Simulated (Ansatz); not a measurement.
# SnSe: a single-point run

Wanted: a converged single-point run for SnSe, and a check of what comes out. The structure is shown as the input types it. The cell is built on a prototype (NiAs type) and needn't be the phase found in nature.

Computed with Ansatz 0.2.0 (density functional or hybrid calculation with the settings of its input, plane waves (as first typed), unless a step's input says otherwise).

2 further runs of the same task are left out: 2 that didn't finish.

## (1) Starting point

The structure is hexagonal, space group P6_3/mmc (No. 194). The conventional cell has a = 4.138 Å, b = 4.138 Å, c = 7.484 Å, α = 90.00°, β = 90.00°, γ = 120.00°. Sn (site symmetry -3m) has 6 Se at 3.03 Å as nearest neighbours. Around Se (site symmetry -6m2) lie 6 Sn at 3.03 Å.

Structure file:

```cif
data_structure
_symmetry_space_group_name_H-M 'P 1'
_symmetry_Int_Tables_number 1
_cell_length_a 4.1382
_cell_length_b 4.1382
_cell_length_c 7.4841
_cell_angle_alpha 90.000
_cell_angle_beta 90.000
_cell_angle_gamma 120.000
_cell_volume 110.99
loop_
_atom_site_label
_atom_site_type_symbol
_atom_site_fract_x
_atom_site_fract_y
_atom_site_fract_z
_atom_site_occupancy
Sn1 Sn 0.00000 0.00000 0.00000 1
Sn2 Sn 0.00000 0.00000 0.50000 1
Se1 Se 0.33333 0.66667 0.25000 1
Se2 Se 0.66667 0.33333 0.75000 1
```

## (2) Input and run

input.yaml

```yaml
crystal:
  lattice:
    - [4.1382210481, 0.0, 0.0]
    - [-2.069110524, 3.5838045541, 0.0]
    - [0.0, 0.0, 7.4840920913]
  atoms:
    - { symbol: Sn, position: [0.0, 0.0, 0.0] }
    - { symbol: Sn, position: [0.0, 0.0, 0.5] }
    - { symbol: Se, position: [0.3333333333, 0.6666666667, 0.25] }
    - { symbol: Se, position: [0.6666666667, 0.3333333333, 0.75] }
kpoints:
  mp_grid: { grid: [6, 6, 2] }
hamiltonian:
  xc: pbe
scf:
  occupations: { method: fermi_dirac, width: 0.02 }
  n_extra_bands: 5
  max_iter: 2
output:
  forces: true
  stress: true
  eigenvalues: true
```

On the command line:

```console
ansatz run input.yaml --threads 4 --pin off --max-ram 3686MiB --backend cpu --events-out ev --progress --plain --runs-dir out
```

**Question.** How will this run end, and is anything wrong with its input?

The SCF did not converge in 2 cycles. The density residual dr2 fell from 0.00196 to 4.7e-5 eV (threshold 1.0e-7) and was still falling. Nothing that it prints is a result.

Look at the input: scf.max_iter is 2. The cap on SCF cycles is too low for this system: the loop was cut off before the input and output densities agreed.

Remedy: delete scf.max_iter (the default then holds).
